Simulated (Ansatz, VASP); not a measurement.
## Two plane-wave programs on BN

```xyz
4
Lattice="2.5539 0.0000 0.0000 -1.2770 2.2118 0.0000 0.0000 0.0000 4.2269" Properties=species:S:1:pos:R:3 pbc="T T T"
B     1.2770    0.7373    4.2257
B     0.0000    1.4745    2.1123
N     1.2770    0.7373    2.9055
N     0.0000    1.4745    0.7920
```

Change from the starting cell: all N atoms moved +0.263 Å, as atom 3 along Cartesian [0 0 1].

Alike in both runs: task single point; functional PBE; k mesh 12 × 12 × 6; occupations gaussian, width 0.05 eV; no spin polarisation.

|  | VASP | Ansatz |
| --- | --- | --- |
| version | VASP 6.6.1 | Ansatz 0.2.0 |
| potentials or method | VASP PAW PBE potentials, release 64 (B, N) | scalar-relativistic, plane waves, PAW |
| plane-wave cutoff (eV) | 520 | 420 |
| valence electrons in the cell | 16 | 16 |

Ansatz gave:

* gap on the k mesh at the Fermi level (eV): 1.37
* least direct gap on the mesh (eV): 5.44
* pressure (GPa): 25.8
* largest component of the traceless stress (GPa): 36.72
* rms of the force components (eV/Å): 5.600

Question: Estimate VASP's values.

Answer: gap on the k mesh at the Fermi level (eV): 1.35; least direct gap on the mesh (eV): 5.43; pressure (GPa): 25.8; largest component of the traceless stress (GPa): 36.98; rms of the force components (eV/Å): 5.607.

Atom by atom the forces differ by 0.007 eV/Å (rms over components).

Caveats: so large a pressure means that the cell lies far from this level's equilibrium, or that cutoff or potentials fall short (VASP); forces of over 1 eV/Å show positions far from the minimum, so gaps and moduli don't describe the material at rest. A k mesh can miss the band edges.
